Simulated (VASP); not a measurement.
# HC60N3 (a cell with a defect) in VASP: further runs, part 2 of 2

VASP 6.6.1. The steps go on from the part before.

## 3. Single point, LDA

INCAR

```
SYSTEM = HC60N3
PREC = Accurate
ENCUT = 520
EDIFF = 1E-6
ISMEAR = 0
SIGMA = 0.03
LREAL = .False.
LASPH = .True.
NELM = 100
ALGO = Fast
ISIF = 2
LWAVE = .False.
LCHARG = .True.
LELF = .True.
LVHAR = .True.
NBANDS = 166
```

KPOINTS

```
Automatic mesh
0
Gamma
  2 2 2
  0 0 0
```

POSCAR

```
HC60N3
1.0
    7.1400000000      0.0000000000      0.0000000000
    0.0000000000      7.1400000000      0.0000000000
    0.0000000000      0.0000000000      7.1400000000
H C N
1 60 3
Direct
    0.5568732100      0.5568732100      0.5568732100
    0.6319130000      0.6319130000      0.6319130000
    0.5014860000      0.7507060000      0.7507060000
    0.7507060000      0.5014860000      0.7507060000
    0.7507060000      0.7507060000      0.5014860000
    0.4950870000      0.2505090000      0.7494590000
    0.4950870000      0.7494590000      0.2505090000
    0.2505090000      0.4950870000      0.7494590000
    0.7494590000      0.4950870000      0.2505090000
    0.2505090000      0.7494590000      0.4950870000
    0.7494590000      0.2505090000      0.4950870000
    0.6235760000      0.3759650000      0.8734240000
    0.6235760000      0.8734240000      0.3759650000
    0.3759650000      0.6235760000      0.8734240000
    0.8734240000      0.6235760000      0.3759650000
    0.3759650000      0.8734240000      0.6235760000
    0.8734240000      0.3759650000      0.6235760000
    0.5050870000      0.2510410000      0.2510410000
    0.2510410000      0.5050870000      0.2510410000
    0.2510410000      0.2510410000      0.5050870000
    0.1273950000      0.6227350000      0.6227350000
    0.6227350000      0.1273950000      0.6227350000
    0.6227350000      0.6227350000      0.1273950000
    0.9999620000      0.4999560000      0.4999560000
    0.4999560000      0.9999620000      0.4999560000
    0.4999560000      0.4999560000      0.9999620000
    0.1278200000      0.3773090000      0.3773090000
    0.3773090000      0.1278200000      0.3773090000
    0.3773090000      0.3773090000      0.1278200000
    0.6239330000      0.8758650000      0.8758650000
    0.8758650000      0.6239330000      0.8758650000
    0.8758650000      0.8758650000      0.6239330000
    0.0011195000      0.7494200000      0.7494200000
    0.7494200000      0.0011195000      0.7494200000
    0.7494200000      0.7494200000      0.0011195000
    0.1237350000      0.3750450000      0.8761320000
    0.1237350000      0.8761320000      0.3750450000
    0.3750450000      0.1237350000      0.8761320000
    0.8761320000      0.1237350000      0.3750450000
    0.3750450000      0.8761320000      0.1237350000
    0.8761320000      0.3750450000      0.1237350000
    0.9987500000      0.2495250000      0.7493430000
    0.9987500000      0.7493430000      0.2495250000
    0.2495250000      0.9987500000      0.7493430000
    0.7493430000      0.9987500000      0.2495250000
    0.2495250000      0.7493430000      0.9987500000
    0.7493430000      0.2495250000      0.9987500000
    0.1237820000      0.1237820000      0.6246850000
    0.1237820000      0.6246850000      0.1237820000
    0.6246850000      0.1237820000      0.1237820000
    0.0017403000      0.2503660000      0.2503660000
    0.2503660000      0.0017403000      0.2503660000
    0.2503660000      0.2503660000      0.0017403000
    0.1249420000      0.8743930000      0.8743930000
    0.8743930000      0.1249420000      0.8743930000
    0.8743930000      0.8743930000      0.1249420000
    0.9999680000      0.9999680000      0.4998950000
    0.9999680000      0.4998950000      0.9999680000
    0.4998950000      0.9999680000      0.9999680000
    0.1254050000      0.1254050000      0.1254050000
    0.9997840000      0.9997840000      0.9997840000
    0.6351560000      0.3648080000      0.3648080000
    0.3648080000      0.6351560000      0.3648080000
    0.3648080000      0.3648080000      0.6351560000
```

Potentials or basis: VASP PAW LDA potentials, release 64 (H, C, N).

The run is started by

```sh
cat potpaw_LDA.64/H/POTCAR potpaw_LDA.64/C/POTCAR potpaw_LDA.64/N/POTCAR > POTCAR
mpirun -np 1 vasp_std > vasp.out
```

OUTCAR:

```text
SYSTEM = HC60N3
   PREC = Accurate
   ENCUT = 520
   EDIFF = 1E-6
   ISMEAR = 0
   LREAL = .False.
   LASPH = .True.
   NELM = 100
   ISIF = 2

 ion  position               nearest neighbor table
   1  0.557  0.557  0.557-   2 0.93
   2  0.632  0.632  0.632-   1 0.93   3 1.52   4 1.52   5 1.52
   3  0.501  0.751  0.751-   2 1.52  30 1.54  16 1.55  14 1.55
   4  0.751  0.501  0.751-   2 1.52  31 1.54  17 1.55  12 1.55
   5  0.751  0.751  0.501-   2 1.52  32 1.54  15 1.55  13 1.55
   6  0.495  0.251  0.749-  64 1.48  38 1.54  22 1.56  12 1.56
   7  0.495  0.749  0.251-  63 1.48  40 1.54  23 1.56  13 1.56
[... 52 lines left out ...]
  60  0.125  0.125  0.125-  51 1.54  52 1.54  53 1.54  61 1.55
  61  1.000  1.000  1.000-  54 1.55  55 1.55  56 1.55  60 1.55
  62  0.635  0.365  0.365-  18 1.48  11 1.48   9 1.48
  63  0.365  0.635  0.365-  19 1.48  10 1.48   7 1.48
  64  0.365  0.365  0.635-  20 1.48   8 1.48   6 1.48

  LATTYP: Found a simple cubic cell.
 ALAT       =     7.1400000000

  Lattice vectors:

 A1 = (   7.1400000000,   0.0000000000,   0.0000000000)
 A2 = (   0.0000000000,   7.1400000000,   0.0000000000)
 A3 = (   0.0000000000,   0.0000000000,   7.1400000000)

Analysis of symmetry for initial positions (statically):
=====================================================================
 Subroutine PRICEL returns:
 Original cell was already a primitive cell.

 Routine SETGRP: Setting up the symmetry group for a
 simple cubic supercell.

 Subroutine GETGRP returns: Found  6 space group operations
 (whereof  6 operations were pure point group operations)
 out of a pool of 48 trial point group operations.

The static configuration has the point symmetry C_3v.

Analysis of symmetry for dynamics (positions and initial velocities):
=====================================================================
 Subroutine PRICEL returns:
 Original cell was already a primitive cell.

 Routine SETGRP: Setting up the symmetry group for a
 simple cubic supercell.

 Subroutine GETGRP returns: Found  6 space group operations
 (whereof  6 operations were pure point group operations)
 out of a pool of 48 trial point group operations.

The dynamic configuration has the point symmetry C_3v.

 Subroutine INISYM returns: Found  6 space group operations
 (whereof  6 operations are pure point group operations),
 and found     1 'primitive' translations

----------------------------------------------------------------------------------------

                                     Primitive cell

  volume of cell :     363.9943

  direct lattice vectors                    reciprocal lattice vectors
     7.140000000  0.000000000  0.000000000     0.140056022  0.000000000  0.000000000
     0.000000000  7.140000000  0.000000000     0.000000000  0.140056022  0.000000000
     0.000000000  0.000000000  7.140000000     0.000000000  0.000000000  0.140056022

  length of vectors
     7.140000000  7.140000000  7.140000000     0.140056022  0.140056022  0.140056022

  position of ions in fractional coordinates (direct lattice)
     0.556873210  0.556873210  0.556873210
     0.631913000  0.631913000  0.631913000
     0.501486000  0.750706000  0.750706000
     0.750706000  0.501486000  0.750706000
     0.750706000  0.750706000  0.501486000
[... 157 lines left out ...]
  0.500000  0.500000  0.000000      3.000000
  0.500000  0.500000  0.500000      1.000000
   k-points           NKPTS =      4   k-points in BZ     NKDIM =      4   number of bands    NBANDS=    166
   number of dos      NEDOS =    301   number of ions     NIONS =     64
   total plane-waves  NPLWV = 157464
   dimension x,y,z NGX =    54 NGY =   54 NGZ =   54
   dimension x,y,z NGXF=   108 NGYF=  108 NGZF=  108
   ions per type =               1  60   3
   NGX,Y,Z   is equivalent  to a cutoff of  12.57, 12.57, 12.57 a.u.
   NGXF,Y,Z  is equivalent  to a cutoff of  25.15, 25.15, 25.15 a.u.
 SYSTEM =  HC60N3
   PREC   = accura    normal or accurate (medium, high low for compatibility)
   ISTART =      0    job   : 0-new  1-cont  2-samecut
   ICHARG =      2    charge: 1-file 2-atom 10-const
   ISPIN  =      1    spin polarized calculation?
   LNONCOLLINEAR =      F non collinear calculations
   LSORBIT =      F    spin-orbit coupling
   LASPH  =      T    aspherical Exc in radial PAW
   ENCUT  =  520.0 eV  38.22 Ry    6.18 a.u.  13.28 13.28 13.28*2*pi/ulx,y,z
   NELM   =    100;   NELMIN=  2; NELMDL= -5     # of ELM steps
   EDIFF  = 0.1E-05   stopping-criterion for ELM
   LREAL  =      F    real-space projection
   EDIFFG = 0.1E-04   stopping-criterion for IOM
   NSW    =      0    number of steps for IOM
   IBRION =     -1    ionic relax: 0-MD 1-quasi-New 2-CG
   NFREE  =      0    steps in history (QN), initial steepest desc. (CG)
   ISIF   =      2    stress and relaxation
   ISYM   =      2    0-nonsym 1-usesym 2-fastsym
   POTIM  = 0.5000    time-step for ionic-motion
   TEBEG  =    0.0;   TEEND  =   0.0 temperature during run
   PSTRESS=    0.0 pullay stress
   NELECT =     256.0000    total number of electrons
   NUPDOWN=      -1.0000    fix difference up-down
   EMIN   =  10.00;   EMAX   =-10.00  energy-range for DOS
   EFERMI =   0.00;   METHOD = LEGACY
   ISMEAR =     0;   SIGMA  =   0.03  broadening in eV -4-tet -1-fermi 0-gaus
   EFERMI_NEDOS =   21; number of points for ismear=-14 and -15
   IALGO  =     68    algorithm
   IMIX   =      4    mixing-type and parameters
     AMIX     =   0.40;   BMIX     =  1.00
     AMIX_MAG =   1.60;   BMIX_MAG =  1.00
  volume/ion in A,a.u.               =       5.69        38.38
  Fermi-wavevector in a.u.,A,eV,Ry     =   1.455872  2.751200 28.838420  2.119564
  Thomas-Fermi vector in A             =   2.572856
   LORBIT       =      0    0 simple, 1 ext, 2 COOP (PROOUT), +10 PAW based schemes
   GGA     = CA    functional components
   LHFCALC =     F    Hartree Fock is set to
   AEXX    =    0.0000 exact exchange contribution
   IVDW    =     0    specifies the selected vdW correction
   LEPSILON=     F    determine dielectric tensor
   LRPA    =     F    only Hartree local field effects (RPA)
 non-spin polarized calculation
 RMM-DIIS sequential band-by-band and
 Gauss-broadening in eV      SIGMA  =   0.03
  energy-cutoff  :      520.00
  volume of cell :      363.99
 maximum number of plane-waves:      9808
 NGX is ok and might be reduce to    54
   NGX = 27   NGY = 27   NGZ = 27

 number of electron     255.9999984 magnetization

 Free energy of the ion-electron system (eV)
  ---------------------------------------------------
  ext. energy  EPLUGINS =         0.00000000
  ---------------------------------------------------
  free energy    TOTEN  =      -634.74913776 eV

  energy without entropy =     -634.74913776  energy(sigma->0) =     -634.74913776

 E-fermi :  10.0804     XC(G=0): -13.4307

 val. band max:        9.8571919013   @ k =   0.0000   0.0000   0.0000
 cond. band min:      13.4612970230   @ k =   0.5000   0.0000   0.0000
 fundamental gap:      3.6041051217
 Fermi energy:        10.0804411482

 k-point     1 :       0.0000    0.0000    0.0000
  band No.  band energies     occupation
      1     -12.0995      2.00000
      2     -10.4339      2.00000
      3     -10.4339      2.00000
      4     -10.0017      2.00000
      5      -9.6363      2.00000
      6      -9.6363      2.00000
[... 561 lines left out ...]
    139      15.3757      0.00000
    140      15.3818      0.00000
 [bands above 140 left out]

------------------------ aborting loop because EDIFF is reached ----------------------------------------

  FORCE on cell =-STRESS in cart. coord.  units (eV):
  Direction    XX          YY          ZZ          XY          YZ          ZX
  --------------------------------------------------------------------------------------
  -------------------------------------------------------------------------------------
  Total      -27.2672033    -27.2672033    -27.2672033      0.6799230      0.6799230      0.6799230
  in kB     -120.0208070   -120.0208070   -120.0208070      2.9927860      2.9927860      2.9927860
  external PRESSURE =    -120.0208070 kB  Pullay stress =       0.0000000 kB

 VOLUME and BASIS-vectors are now :
 -----------------------------------------------------------------------------
  energy-cutoff  :      520.00
  volume of cell :      363.99
      direct lattice vectors                 reciprocal lattice vectors
     7.140000000  0.000000000  0.000000000     0.140056022  0.000000000  0.000000000
     0.000000000  7.140000000  0.000000000     0.000000000  0.140056022  0.000000000
     0.000000000  0.000000000  7.140000000     0.000000000  0.000000000  0.140056022

 POSITION                                       TOTAL-FORCE (eV/Angst)
 -----------------------------------------------------------------------------------
      3.97607      3.97607      3.97607        -4.985716     -4.985716     -4.985716
      4.51186      4.51186      4.51186         4.746999      4.746999      4.746999
      3.58061      5.36004      5.36004        -0.017330      0.089468      0.089468
      5.36004      3.58061      5.36004         0.089468     -0.017330      0.089468
      5.36004      5.36004      3.58061         0.089468      0.089468     -0.017330
      3.53492      1.78863      5.35114        -0.082450      0.087350     -0.092863
[... 56 lines left out ...]
      2.60473      4.53501      2.60473        -0.094124      0.212744     -0.094124
      2.60473      2.60473      4.53501        -0.094124     -0.094124      0.212744
 -----------------------------------------------------------------------------------
    total drift:                               -0.000028     -0.000028     -0.000030

  FREE ENERGIE OF THE ION-ELECTRON SYSTEM (eV)
  ---------------------------------------------------
  free  energy   TOTEN  =      -634.7491377581 eV

  energy  without entropy=     -634.7491377581  energy(sigma->0) =     -634.74913776
```

Run time: 5.9 min. Hardware: 1 thread of Intel Xeon Platinum 8488C (Sapphire Rapids), shared host; peak memory 0.4 GiB.

Results:

| Item | Value |
| --- | --- |
| Free energy | -634.7491 eV |
| Pressure | -12.0 GPa |
| Largest force | 8.636 eV/Å |
| Band gap on the k mesh | 3.60 eV, indirect (least direct gap 3.68 eV) |

Forces in eV/Å, atoms in the order of the input:
```
H   -4.986 -4.986 -4.986
C    4.747  4.747  4.747
C   -0.017  0.089  0.089
C    0.089 -0.017  0.089
C    0.089  0.089 -0.017
C   -0.082  0.087 -0.093
C   -0.082 -0.093  0.087
C    0.087 -0.082 -0.093
C   -0.093 -0.082  0.087
C    0.087 -0.093 -0.082
C   -0.093  0.087 -0.082
C   -0.006 -0.005  0.005
C   -0.006  0.005 -0.005
C   -0.005 -0.006  0.005
C    0.005 -0.006 -0.005
C   -0.005  0.005 -0.006
C    0.005 -0.005 -0.006
C    0.050  0.106  0.106
C    0.106  0.050  0.106
C    0.106  0.106  0.050
C   -0.009  0.004  0.004
C    0.004 -0.009  0.004
C    0.004  0.004 -0.009
C    0.013 -0.002 -0.002
C   -0.002  0.013 -0.002
C   -0.002 -0.002  0.013
C   -0.011 -0.004 -0.004
C   -0.004 -0.011 -0.004
C   -0.004 -0.004 -0.011
C    0.005 -0.014 -0.014
C   -0.014  0.005 -0.014
C   -0.014 -0.014  0.005
C    0.002  0.002  0.002
C    0.002  0.002  0.002
C    0.002  0.002  0.002
C   -0.001  0.003  0.004
C   -0.001  0.004  0.003
C    0.003 -0.001  0.004
C    0.004 -0.001  0.003
C    0.003  0.004 -0.001
C    0.004  0.003 -0.001
C    0.002  0.006  0.003
C    0.002  0.003  0.006
C    0.006  0.002  0.003
C    0.003  0.002  0.006
C    0.006  0.003  0.002
C    0.003  0.006  0.002
C   -0.002 -0.002  0.005
C   -0.002  0.005 -0.002
C    0.005 -0.002 -0.002
C   -0.006 -0.003 -0.003
C   -0.003 -0.006 -0.003
C   -0.003 -0.003 -0.006
C   -0.002 -0.001 -0.001
C   -0.001 -0.002 -0.001
C   -0.001 -0.001 -0.002
C   -0.004 -0.004 -0.010
C   -0.004 -0.010 -0.004
C   -0.010 -0.004 -0.004
C   -0.001 -0.001 -0.001
C    0.003  0.003  0.003
N    0.213 -0.094 -0.094
N   -0.094  0.213 -0.094
N   -0.094 -0.094  0.213
```

Caveat: the k mesh is coarse (spacing up to 0.44 Å⁻¹), so the values aren't converged.

## 4. Single point, r2SCAN

Changes to INCAR since step 3:

```diff
@@ -9,3 +9,3 @@
 NELM = 100
-ALGO = Fast
+ALGO = Normal
 ISIF = 2
@@ -13,2 +13,4 @@
 LCHARG = .True.
+METAGGA = R2SCAN
+LMIXTAU = .True.
 LELF = .True.
```

KPOINTS is that of step 3.

POSCAR is that of step 3.

Potentials or basis: VASP PAW PBE potentials, release 64 (H, C, N).

The run is started by

```sh
cat potpaw_PBE.64/H/POTCAR potpaw_PBE.64/C/POTCAR potpaw_PBE.64/N/POTCAR > POTCAR
mpirun -np 1 vasp_std > vasp.out
```

Wall time 17 min (1 thread of Intel Xeon Platinum 8488C (Sapphire Rapids), shared host); peak memory 0.51 GiB.

Results (log left out):

* Free energy: -616.8627 eV
* Pressure: -1.9 GPa
* Largest force: 7.907 eV/Å
* Band gap on the k mesh: 3.92 eV, indirect (least direct gap 3.99 eV)

Forces on the atoms (eV/Å):
```
H   -4.565 -4.565 -4.565
C    4.255  4.255  4.255
C    0.002  0.093  0.093
C    0.093  0.002  0.093
C    0.093  0.093  0.002
C   -0.024 -0.012  0.004
C   -0.024  0.004 -0.012
C   -0.012 -0.024  0.004
C    0.004 -0.024 -0.012
C   -0.012  0.004 -0.024
C    0.004 -0.012 -0.024
C   -0.017  0.009 -0.002
C   -0.017 -0.002  0.009
C    0.009 -0.017 -0.002
C   -0.002 -0.017  0.009
C    0.009 -0.002 -0.017
C   -0.002  0.009 -0.017
C   -0.006  0.006  0.006
C    0.006 -0.006  0.006
C    0.006  0.006 -0.006
C    0.004 -0.021 -0.021
C   -0.021  0.004 -0.021
C   -0.021 -0.021  0.004
C    0.016  0.000  0.000
C    0.000  0.016  0.000
C    0.000  0.000  0.016
C    0.002  0.020  0.020
C    0.020  0.002  0.020
C    0.020  0.020  0.002
C   -0.017 -0.016 -0.016
C   -0.016 -0.017 -0.016
C   -0.016 -0.016 -0.017
C    0.005  0.013  0.013
C    0.013  0.005  0.013
C    0.013  0.013  0.005
C    0.008  0.026 -0.005
C    0.008 -0.005  0.026
C    0.026  0.008 -0.005
C   -0.005  0.008  0.026
C    0.026 -0.005  0.008
C   -0.005  0.026  0.008
C    0.003 -0.010  0.011
C    0.003  0.011 -0.010
C   -0.010  0.003  0.011
C    0.011  0.003 -0.010
C   -0.010  0.011  0.003
C    0.011 -0.010  0.003
C    0.006  0.006 -0.011
C    0.006 -0.011  0.006
C   -0.011  0.006  0.006
C   -0.006 -0.018 -0.018
C   -0.018 -0.006 -0.018
C   -0.018 -0.018 -0.006
C    0.003 -0.005 -0.005
C   -0.005  0.003 -0.005
C   -0.005 -0.005  0.003
C   -0.003 -0.003 -0.010
C   -0.003 -0.010 -0.003
C   -0.010 -0.003 -0.003
C    0.005  0.005  0.005
C    0.002  0.002  0.002
N    0.014  0.087  0.087
N    0.087  0.014  0.087
N    0.087  0.087  0.014
```

Stress tensor (GPa, compression positive):
```
-1.88  0.20  0.20
 0.20 -1.88  0.20
 0.20  0.20 -1.88
```

Levels at points of the mesh, in eV from the valence-band top:
```
           k point  band 125  band 126  band 127  band 128  band 129  band 130  band 131  band 132
(0.00, 0.00, 0.00)     -1.58     -0.44      0.00      0.00      3.99      4.15      4.15      4.38
(0.50, 0.00, 0.00)     -1.90     -1.40     -0.79     -0.63      3.92      4.05      4.92      5.33
(0.50, 0.50, 0.00)     -1.32     -1.23     -0.62     -0.33      5.33      5.36      5.59      5.83
(0.50, 0.50, 0.50)     -2.16     -1.30     -0.48     -0.48      5.24      5.24      5.44      5.79
```

Caveat: the k mesh is coarse (spacing up to 0.44 Å⁻¹), so the values aren't converged; the PAW data sets were made with another functional, which shifts forces and pressure a little. r2SCAN opens gaps a little over a GGA but as a rule still falls short of measured ones.

## 5. Overview

| level | potentials or basis | gap on the mesh (eV) | pressure (GPa) | largest force (eV/Å) |
| --- | --- | --- | --- | --- |
| PBE | VASP PAW PBE potentials, release 64 (H, C, N) | 3.66 | 2.0 | 8.17 |
| LDA | VASP PAW LDA potentials, release 64 (H, C, N) | 3.60 | -12.0 | 8.64 |
| r2SCAN | VASP PAW PBE potentials, release 64 (H, C, N) | 3.92 | -1.9 | 7.91 |

Alike in all rows: task single point; no spin polarisation; cell as given; k mesh 2 × 2 × 2; cutoff (eV) 520; smearing gaussian 0.03 eV; the mesh is coarse, so values aren't converged.

Caveats: all runs use coarse meshes; the PAW data sets were made with another functional, which shifts forces and pressure a little (some runs).

Absolute energies hang on the potentials; compare differences alone.
